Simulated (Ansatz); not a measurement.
# Au (dhcp type): the cost of one run

Method: DFT PBE, with the methods named in each step, in Ansatz 0.2.0.

## Step 1: Starting point

It takes space group P6_3/mmc (No. 194, hexagonal). Conventional cell: a = 2.942 Å, b = 2.942 Å, c = 9.602 Å, α = 90.00°, β = 90.00°, γ = 120.00°. Around Au (site symmetry -3m) lie 12 Au at 2.94 Å. Au (site symmetry -6m2) has 12 Au at 2.94 Å as nearest neighbours.

Coordinates:

```xyz
4
Lattice="2.9424 0.0000 0.0000 -1.4712 2.5482 0.0000 0.0000 0.0000 9.6022" Properties=species:S:1:pos:R:3 pbc="T T T"
Au    0.0000    0.0000    0.0000
Au    0.0000    0.0000    4.8011
Au    0.0000    1.6988    2.4005
Au    1.4712    0.8494    7.2016
```

Whether this phase is the stable one at these pressures isn't tested.

Atoms are numbered in the order of the input: Au1, Au2, Au3, Au4.

## Step 2: The reference volume, LAPW

input.yaml reads:

```yaml
crystal:
  lattice:
    - [2.9424042938, 0.0, 0.0]
    - [-1.4712021469, 2.5481968667, 0.0]
    - [0.0, 0.0, 9.6021708703]
  atoms:
    - { symbol: Au, position: [0.0, 0.0, 0.0] }
    - { symbol: Au, position: [0.0, 0.0, 0.5] }
    - { symbol: Au, position: [0.3333333333, 0.6666666667, 0.25] }
    - { symbol: Au, position: [0.6666666667, 0.3333333333, 0.75] }
kpoints:
  mp_grid: { grid: [12, 12, 4] }
  band_path:
    path:
      - [0.0, 0.0, 0.0]
      - [0.5, 0.0, 0.0]
      - [0.3333333333, 0.3333333333, 0.0]
      - [0.0, 0.0, 0.0]
      - [0.0, 0.0, 0.5]
      - [0.5, 0.0, 0.5]
      - [0.3333333333, 0.3333333333, 0.5]
      - [0.0, 0.0, 0.5]
      - [0.5, 0.0, 0.5]
    npoints: 14
scf:
  occupations: { method: fermi_dirac, width: 0.1 }
hamiltonian:
  xc: pbe
  pseudopotentials: { kind: all_electron, lapw: { basis_error: 0.001 } }
output:
  forces: true
  stress: true
  eigenvalues: true
  populations: true
  dos: { projected: true, de: 0.2, e_range: [-14, 8] }
```

On the command line:

```bash
ansatz run input.yaml --threads 1 --pin off --max-ram 3072MiB --backend cpu --events-out ev --progress --plain --runs-dir out
```

What time and memory should one allow on 1 thread of Arm Neoverse V1, shared host?

About 3.8 min, with a peak of 1 GiB.
